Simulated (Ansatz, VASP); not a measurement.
**One calculation of Hf, two programs**

The input INCAR:

```
PREC = Accurate
ENCUT = 520
EDIFF = 1E-6
ISMEAR = -1
SIGMA = 0.05
LREAL = F
LASPH = T
NELM = 100
ALGO = Normal
ISIF = 2
LWAVE = F
LCHARG = T
GGA = PE
LELF = T
LVHAR = T
NBANDS = 11
```

KPOINTS

```
Automatic mesh
0
Gamma
  10 10 10
```

Contents of POSCAR:

```
Hf
1.0
    0.0000000000      2.2635404658      2.2635404658
    2.2635404658      0.0000000000      2.2635404658
    2.2635404658      2.2635404658      0.0000000000
Hf
1
Direct
    0.0000000000      0.0000000000      0.0000000000
```

File input.yaml:

```yaml
crystal:
  lattice:
    - [0.0, 2.2635404658, 2.2635404658]
    - [2.2635404658, 0.0, 2.2635404658]
    - [2.2635404658, 2.2635404658, 0.0]
  atoms:
    - { symbol: Hf, position: [0.0, 0.0, 0.0] }
kpoints:
  mp_grid: { grid: [10, 10, 10] }
scf:
  occupations: { method: fermi_dirac, width: 0.05 }
hamiltonian:
  xc: pbe
  pseudopotentials: { kind: all_electron, lapw: { basis_error: 0.0005 } }
output:
  forces: true
  stress: true
  eigenvalues: true
```

Change from the starting cell: volume scaled by 1.06.

Alike in both runs: task single point; functional PBE; k mesh 10 × 10 × 10; occupations fermi-dirac, width 0.05 eV; no spin polarisation.

```csv
,VASP,Ansatz
version,VASP 6.6.1,Ansatz 0.2.0
potentials or method,"VASP PAW PBE potentials, release 64 (Hf_pv)","all-electron LAPW, scalar-relativistic"
plane-wave cutoff (eV),520,see its input
```

VASP gave:

- gap on the k mesh at the Fermi level (eV): none
- pressure (GPa): -3.3

What did Ansatz give for the same quantities?

gap on the k mesh at the Fermi level (eV): none; pressure (GPa): -2.8.

A gap of «none» marks a metal or a gap that the smearing closes. Ansatz ran all-electron here, so the differences hold the error of VASP's frozen core and of both bases.

The runs have no spin-orbit coupling, so splittings on Hf are missing.
